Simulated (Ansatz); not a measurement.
# Rh: the cost of one run

All numbers below are computed with Ansatz 0.2.0 (DFT PBE, plane waves, PAW, scalar-relativistic, no spin polarisation).

## Step 1: The structure to begin with

The cell holds 18 atoms (Rh18): a = 11.400 Å, b = 5.374 Å, c = 13.687 Å, α = 90.00°, β = 90.00°, γ = 90.00°.

As a file:

```cif
data_structure
_symmetry_space_group_name_H-M 'P 1'
_symmetry_Int_Tables_number 1
_cell_length_a 11.4000
_cell_length_b 5.3740
_cell_length_c 13.6870
_cell_angle_alpha 90.000
_cell_angle_beta 90.000
_cell_angle_gamma 90.000
_cell_volume 838.52
loop_
_atom_site_label
_atom_site_type_symbol
_atom_site_fract_x
_atom_site_fract_y
_atom_site_fract_z
_atom_site_occupancy
Rh1 Rh 0.00000 0.00000 0.07306 1
Rh2 Rh 0.33333 0.00000 0.07306 1
Rh3 Rh 0.66667 0.00000 0.07306 1
Rh4 Rh 0.00000 0.50000 0.07306 1
Rh5 Rh 0.33333 0.50000 0.07306 1
Rh6 Rh 0.66667 0.50000 0.07306 1
Rh7 Rh 0.16667 0.25000 0.17122 1
Rh8 Rh 0.50000 0.25000 0.17122 1
Rh9 Rh 0.83333 0.25000 0.17122 1
Rh10 Rh 0.16667 0.75000 0.17122 1
Rh11 Rh 0.50000 0.75000 0.17122 1
Rh12 Rh 0.83333 0.75000 0.17122 1
Rh13 Rh 0.00000 0.00000 0.26938 1
Rh14 Rh 0.33333 0.00000 0.26938 1
Rh15 Rh 0.66667 0.00000 0.26938 1
Rh16 Rh 0.00000 0.50000 0.26938 1
Rh17 Rh 0.33333 0.50000 0.26938 1
Rh18 Rh 0.66667 0.50000 0.26938 1
```

## Step 2: Relaxing the start

Contents of input.yaml:

```yaml
accuracy: low
crystal:
  lattice:
    - [11.4, 0.0, 0.0]
    - [0.0, 5.374012, 0.0]
    - [0.0, 0.0, 13.687006]
  atoms:
    - { symbol: Rh, position: [0.0, 0.0, 0.073062] }
    - { symbol: Rh, position: [0.3333333, 0.0, 0.073062] }
    - { symbol: Rh, position: [0.6666667, 0.0, 0.073062] }
    - { symbol: Rh, position: [0.0, 0.5, 0.073062] }
    - { symbol: Rh, position: [0.3333333, 0.5, 0.073062] }
    - { symbol: Rh, position: [0.6666667, 0.5, 0.073062] }
    - { symbol: Rh, position: [0.1666667, 0.25, 0.171221] }
    - { symbol: Rh, position: [0.5, 0.25, 0.171221] }
    - { symbol: Rh, position: [0.8333333, 0.25, 0.171221] }
    - { symbol: Rh, position: [0.1666667, 0.75, 0.171221] }
    - { symbol: Rh, position: [0.5, 0.75, 0.171221] }
    - { symbol: Rh, position: [0.8333333, 0.75, 0.171221] }
    - { symbol: Rh, position: [0.0, 0.0, 0.26938] }
    - { symbol: Rh, position: [0.3333333, 0.0, 0.26938] }
    - { symbol: Rh, position: [0.6666667, 0.0, 0.26938] }
    - { symbol: Rh, position: [0.0, 0.5, 0.26938] }
    - { symbol: Rh, position: [0.3333333, 0.5, 0.26938] }
    - { symbol: Rh, position: [0.6666667, 0.5, 0.26938] }
basis:
  ecutwfc: 420.0
kpoints:
  mp_grid: { grid: [1, 2, 1] }
hamiltonian:
  xc: pbe
scf:
  occupations: { method: fermi_dirac, width: 0.1 }
  lower_state_search: "off"
relax:
  f_tol: 0.08
  max_steps: 25
  adjacent_minimum: "off"
  constraints: [{ sites: [0, 1, 2, 3, 4, 5] }]
output:
  write_density: true
  write_potential: true
  elf: true
  volumetric_format: npy
```

Command:

```console
> ansatz run input.yaml --threads 2 --pin off --max-ram 5120MiB --backend cpu --events-out ev --progress --plain --runs-dir out
```

Q: Estimate wall time and peak memory on 2 threads of Intel Xeon Platinum 8488C (Sapphire Rapids), shared host.

About 25 s, with a peak of 1.6 GiB.
